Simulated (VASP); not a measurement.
# CdSe (F-43m) in VASP: single point with PBEsol

Aim: the single point of CdSe with PBEsol.

Everything below comes from runs of VASP 6.6.1. Logs are shortened: lines on timing, memory, paths and dates and some standing lists are left out, and cuts for length are marked.

**1. Starting point**

Symmetry: F-43m, No. 216, cubic system. The conventional cell has a = 6.082 Å, b = 6.082 Å, c = 6.082 Å, α = 90.00°, β = 90.00°, γ = 90.00°. Cd (site symmetry -43m) has 4 Se at 2.63 Å as nearest neighbours. Se (site symmetry -43m) has 4 Cd at 2.63 Å as nearest neighbours.

Measurements of this composition are mostly on another form, of space group No. 186.

**2. Single point, PBEsol**

Input file INCAR:

```
  PREC = Accurate
  ENCUT = 520
  EDIFF = 1E-6
  ISMEAR = 0
  SIGMA = 0.02
  LREAL = False
  LASPH = True
  NELM = 100
  ALGO = Fast
  ISIF = 2
  LWAVE = False
  LCHARG = False
  GGA = PS
  NBANDS = 16
```

Input file KPOINTS:

```
regular mesh
0
Gamma
  16 16 16
```

Input file POSCAR:

```
CdSe
1.0
    0.0000000000      3.0410661763      3.0410661763
    3.0410661763      0.0000000000      3.0410661763
    3.0410661763      3.0410661763      0.0000000000
Cd Se
1 1
Direct
    0.0000000000      0.0000000000      0.0000000000
    0.2500000000      0.2500000000      0.2500000000
```

Potentials or basis: VASP PAW PBE potentials, release 64 (Cd, Se).

On the command line:

```bash
$ cat potpaw_PBE.64/Cd/POTCAR potpaw_PBE.64/Se/POTCAR > POTCAR
$ mpirun -np 1 vasp_std > vasp.out
```

OUTCAR:

```text
PREC = Accurate
   ENCUT = 520
   EDIFF = 1E-6
   ISMEAR = 0
   LREAL = False
   LASPH = True
   NELM = 100
   ISIF = 2
   GGA = PS

 ion  position               nearest neighbor table
   1  0.000  0.000  0.000-   2 2.63   2 2.63   2 2.63   2 2.63
   2  0.250  0.250  0.250-   1 2.63   1 2.63   1 2.63   1 2.63

  LATTYP: Found a face centered cubic cell.
 ALAT       =     6.0821323526

  Lattice vectors:

 A1 = (   0.0000000000,   3.0410661763,   3.0410661763)
 A2 = (   3.0410661763,   0.0000000000,   3.0410661763)
 A3 = (   3.0410661763,   3.0410661763,   0.0000000000)

Analysis of symmetry for initial positions (statically):
=====================================================================
 Subroutine PRICEL returns:
 Original cell was already a primitive cell.

 Routine SETGRP: Setting up the symmetry group for a
 face centered cubic supercell.

 Subroutine GETGRP returns: Found 24 space group operations
 (whereof 24 operations were pure point group operations)
 out of a pool of 48 trial point group operations.

The static configuration has the point symmetry T_d .

Analysis of symmetry for dynamics (positions and initial velocities):
=====================================================================
 Subroutine PRICEL returns:
 Original cell was already a primitive cell.

 Routine SETGRP: Setting up the symmetry group for a
 face centered cubic supercell.

 Subroutine GETGRP returns: Found 24 space group operations
 (whereof 24 operations were pure point group operations)
 out of a pool of 48 trial point group operations.

The dynamic configuration has the point symmetry T_d .

 Subroutine INISYM returns: Found 24 space group operations
 (whereof 24 operations are pure point group operations),
 and found     1 'primitive' translations

----------------------------------------------------------------------------------------

                                     Primitive cell

  volume of cell :      56.2481

  direct lattice vectors                    reciprocal lattice vectors
     0.000000000  3.041066176  3.041066176    -0.164416021  0.164416021  0.164416021
     3.041066176  0.000000000  3.041066176     0.164416021 -0.164416021  0.164416021
     3.041066176  3.041066176  0.000000000     0.164416021  0.164416021 -0.164416021

  length of vectors
     4.300717031  4.300717031  4.300717031     0.284776902  0.284776902  0.284776902

  position of ions in fractional coordinates (direct lattice)
     0.000000000  0.000000000  0.000000000
[... 79 lines left out ...]
   LREAL  =      F    real-space projection
   EDIFFG = 0.1E-04   stopping-criterion for IOM
   NSW    =      0    number of steps for IOM
   IBRION =     -1    ionic relax: 0-MD 1-quasi-New 2-CG
   NFREE  =      0    steps in history (QN), initial steepest desc. (CG)
   ISIF   =      2    stress and relaxation
   ISYM   =      2    0-nonsym 1-usesym 2-fastsym
   POTIM  = 0.5000    time-step for ionic-motion
   TEBEG  =    0.0;   TEEND  =   0.0 temperature during run
   PSTRESS=    0.0 pullay stress
   NELECT =      18.0000    total number of electrons
   NUPDOWN=      -1.0000    fix difference up-down
   EMIN   =  10.00;   EMAX   =-10.00  energy-range for DOS
   EFERMI =   0.00;   METHOD = LEGACY
   ISMEAR =     0;   SIGMA  =   0.02  broadening in eV -4-tet -1-fermi 0-gaus
   EFERMI_NEDOS =   21; number of points for ismear=-14 and -15
   IALGO  =     68    algorithm
   IMIX   =      4    mixing-type and parameters
     AMIX     =   0.40;   BMIX     =  1.00
     AMIX_MAG =   1.60;   BMIX_MAG =  1.00
  volume/ion in A,a.u.               =      28.12       189.79
  Fermi-wavevector in a.u.,A,eV,Ry     =   1.119772  2.116063 17.060215  1.253890
  Thomas-Fermi vector in A             =   2.256414
   LORBIT       =      0    0 simple, 1 ext, 2 COOP (PROOUT), +10 PAW based schemes
   GGA     = PS    functional components
   LHFCALC =     F    Hartree Fock is set to
   AEXX    =    0.0000 exact exchange contribution
   IVDW    =     0    specifies the selected vdW correction
   LEPSILON=     F    determine dielectric tensor
   LRPA    =     F    only Hartree local field effects (RPA)
 non-spin polarized calculation
 RMM-DIIS sequential band-by-band and
 Gauss-broadening in eV      SIGMA  =   0.02
  energy-cutoff  :      520.00
  volume of cell :       56.25
 maximum number of plane-waves:      1540
   NGX = 15   NGY = 15   NGZ = 15

 number of electron      18.0000002 magnetization

 Free energy of the ion-electron system (eV)
  ---------------------------------------------------
  ext. energy  EPLUGINS =         0.00000000
  ---------------------------------------------------
  free energy    TOTEN  =        -6.17800183 eV

  energy without entropy =       -6.17800183  energy(sigma->0) =       -6.17800183

 E-fermi :   0.9524     XC(G=0):  -9.1003

 val. band max:        0.8122439384   @ k =   0.0000   0.0000   0.0000
 cond. band min:       1.2954638843   @ k =   0.0000   0.0000   0.0000
 fundamental gap:      0.4832199459
 Fermi energy:         0.9524201097

 k-point     1 :       0.0000    0.0000    0.0000
  band No.  band energies     occupation
      1     -11.8127      2.00000
      2      -7.1006      2.00000
      3      -7.1006      2.00000
      4      -7.1006      2.00000
      5      -6.7190      2.00000
      6      -6.7190      2.00000
[... 433 lines left out ...]
      3      -7.0841      2.00000
      4      -7.0722      2.00000
      5      -6.7226      2.00000
      6      -6.7171      2.00000
[... 8 lines left out ...]
     15      10.9908      0.00000
     16      11.3885      0.00000

 [... further k-points ...]

------------------------ aborting loop because EDIFF is reached ----------------------------------------

  FORCE on cell =-STRESS in cart. coord.  units (eV):
  Direction    XX          YY          ZZ          XY          YZ          ZX
  --------------------------------------------------------------------------------------
  -------------------------------------------------------------------------------------
  Total        0.1157864      0.1157864      0.1157864      0.0000000      0.0000000      0.0000000
  in kB        3.2980762      3.2980762      3.2980762      0.0000000      0.0000000      0.0000000
  external PRESSURE =       3.2980762 kB  Pullay stress =       0.0000000 kB

 VOLUME and BASIS-vectors are now :
 -----------------------------------------------------------------------------
  energy-cutoff  :      520.00
  volume of cell :       56.25
      direct lattice vectors                 reciprocal lattice vectors
     0.000000000  3.041066176  3.041066176    -0.164416021  0.164416021  0.164416021
     3.041066176  0.000000000  3.041066176     0.164416021 -0.164416021  0.164416021
     3.041066176  3.041066176  0.000000000     0.164416021  0.164416021 -0.164416021

 POSITION                                       TOTAL-FORCE (eV/Angst)
 -----------------------------------------------------------------------------------
      0.00000      0.00000      0.00000         0.000000     -0.000000     -0.000000
      1.52053      1.52053      1.52053        -0.000000      0.000000      0.000000
 -----------------------------------------------------------------------------------
    total drift:                               -0.000000     -0.000000     -0.000000

  FREE ENERGIE OF THE ION-ELECTRON SYSTEM (eV)
  ---------------------------------------------------
  free  energy   TOTEN  =        -6.1780018310 eV

  energy  without entropy=       -6.1780018310  energy(sigma->0) =       -6.17800183
```

Run time: 38 s. Hardware: 1 thread of Intel Xeon 6975P-C (Granite Rapids), shared host; peak memory 0.27 GiB.

What came out:

```yaml
Free_energy: -6.1780 eV
Pressure: 0.3 GPa
Band_gap_on_the_k_mesh: 0.48 eV, direct
```

Levels at points of the mesh, in eV from the valence-band top:
| k point | band 6 | band 7 | band 8 | band 9 | band 10 | band 11 | band 12 | band 13 |
| --- | --- | --- | --- | --- | --- | --- | --- | --- |
| (0.00, 0.00, 0.00) | -7.53 | 0.00 | 0.00 | 0.00 | 0.48 | 5.86 | 5.86 | 5.86 |
| (0.50, 0.00, 0.00) | -7.24 | -4.45 | -0.76 | -0.76 | 2.29 | 6.36 | 6.36 | 7.28 |
| (0.50, 0.50, 0.00) | -7.18 | -4.13 | -1.88 | -1.88 | 3.00 | 3.67 | 8.98 | 10.13 |

Caveat: the PAW data sets were made with another functional, which shifts forces and pressure a little. A k mesh can miss the band edges.
